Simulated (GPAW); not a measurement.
Crystal: BN.

```
N B
1.0
     0.00000    1.81300    1.81300
     1.81300    0.00000    1.81300
     1.81300    1.81300    0.00000
N B
1 1
Direct
  0.25000 0.25000 0.25000
  0.00000 0.00000 0.00000
```

The cell is a database's computed one.

Base run:

- Program: GPAW 26.7.0
- Functional: HSE06
- Potentials or basis: GPAW PAW data sets (gpaw-data 1.2.1)
- Cutoff: 600 eV
- Basis: pw
- k mesh: 8 × 8 × 8
- Occupations: fermi-dirac, width 0.05 eV
- Spin: no spin polarisation

Its results: band gap on the k mesh 5.86 eV, indirect (least direct gap 10.52 eV).

The run is repeated on the same cell with these changes: functional from HSE06 to PBE; k mesh from 8 × 8 × 8 to 10 × 10 × 10. What comes out?

Band gap on the k mesh 4.44 eV, indirect (least direct gap 8.78 eV).

Several settings changed at once, so the effect can't be laid on one alone.

A k mesh can miss the band edges.
